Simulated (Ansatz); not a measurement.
# SnSe: the cell at several levels of theory

An exercise on one series of results from a longer session: the logs are not shown, and one member is left open.

Program: Ansatz 0.2.0. PAW datasets, plane waves, zero pressure. Simulation only: spin-unpolarised, and no claim that this is the phase found in nature.

### The system as given

This is the cell as the run starts from it, not yet at rest; its lengths are not the crystal's.

Space group Fm-3m (No. 225), cubic; conventional cell a = 5.429 Å, 20.00 Å³ an atom. Sn has 6 Se at 2.71 Å; Se has 6 Sn at 2.71 Å.

The structure in full:

```cif
data_structure
_symmetry_space_group_name_H-M 'Fm-3m'
_symmetry_Int_Tables_number 225
_cell_length_a 5.4290
_cell_length_b 5.4290
_cell_length_c 5.4290
_cell_angle_alpha 90.000
_cell_angle_beta 90.000
_cell_angle_gamma 90.000
_cell_volume 160.01
loop_
_atom_site_label
_atom_site_type_symbol
_atom_site_symmetry_multiplicity
_atom_site_Wyckoff_symbol
_atom_site_fract_x
_atom_site_fract_y
_atom_site_fract_z
_atom_site_occupancy
Sn1 Sn 4 a 0.00000 0.00000 0.00000 1
Se1 Se 4 b 0.50000 0.00000 0.00000 1
```

Set-up of the first run:

Contents of input.yaml:

```yaml
crystal:
  lattice:
    - [0.0, 2.714483, 2.714483]
    - [2.714483, 0.0, 2.714483]
    - [2.714483, 2.714483, 0.0]
  atoms:
    - { symbol: Sn, position: [0.0, 0.0, 0.0] }
    - { symbol: Se, position: [0.5, 0.5, 0.5] }
kpoints:
  mp_grid: { grid: [8, 8, 8] }
hamiltonian:
  xc: pbe
scf:
  occupations: { method: fermi_dirac, width: 0.02 }
relax:
  f_tol: 0.005
  cell: {}
```

Run with:

```console
> ansatz run input.yaml --threads 2 --pin off --max-ram 2211MiB --backend cpu --events-out ev --progress --plain --runs-dir out
```

Steps of the session up to this table: Relaxation with PBE; Relaxing with r2SCAN; Relaxation with PBEsol; Relaxation with LDA; Relaxation with HSE06.

One table of the session follows, with a row left open; its other results are not shown here.

It belongs to the step «The cells side by side». 

| level | a (Å) | volume (Å³/atom) |
| --- | --- | --- |
| PBE | 6.056 | 27.767 |
| r2SCAN | 6.004 | 27.057 |
| PBEsol | ? | ? |
| LDA | 5.882 | 25.435 |
| HSE06 | 5.951 | 26.341 |

Q: Estimate the row for PBEsol from the others.

The run gave: a (Å): 5.933; volume (Å³/atom): 26.107. In the column «a (Å)» it lies between LDA (5.882) and HSE06 (5.951).

What this shows: The first relaxation changed the volume by +38.8 % from the start. The volume runs from LDA (least) to PBE (most), a spread of 9.2 %, or 3.0 % in length if all axes shared it alike. The meshes differ: PBE 8×8×8, r2SCAN 6×6×6, PBEsol 6×6×6, LDA 6×6×6, HSE06 4×4×4.
